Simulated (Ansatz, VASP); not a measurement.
## TiNi: VASP beside Ansatz

```
Ti Ni
1.0
     3.01129    0.00000    0.00000
     0.00000    3.01129    0.00000
     0.00000    0.00000    3.01129
Ti Ni
1 1
Direct
  0.50000 0.50000 0.50000
  0.00000 0.00000 0.00000
```

Alike in both runs: task relaxation of cell and atoms; functional LDA; k mesh 14 × 14 × 14; occupations gaussian, width 0.1 eV; no spin polarisation.

|  | VASP | Ansatz |
| --- | --- | --- |
| version | VASP 6.6.1 | Ansatz 0.2.0 |
| potentials or method | VASP PAW LDA potentials, release 64 (Ti_sv, Ni) | scalar-relativistic, plane waves, PAW |
| plane-wave cutoff (eV) | 600 | 420 |
| valence electrons in the cell | 22 | 30 |

```csv
,VASP,Ansatz,Ansatz less VASP
"gap on the k mesh at the Fermi level, each at its own relaxed structure (eV)",none,none,-
relaxed volume (Å³/atom),12.68,12.68,+0.009
relaxed cell length with the largest relative difference (Å),2.938,2.938,+0.0007
energy change over the relaxation (meV/atom),-39,-39,-0.2
```

A gap of «none» marks a metal or a gap that the smearing closes. The two sets of potentials don't hold the same shells in valence.

Spin polarisation is off, so any magnetic state and its effect on volume and gap are missing.
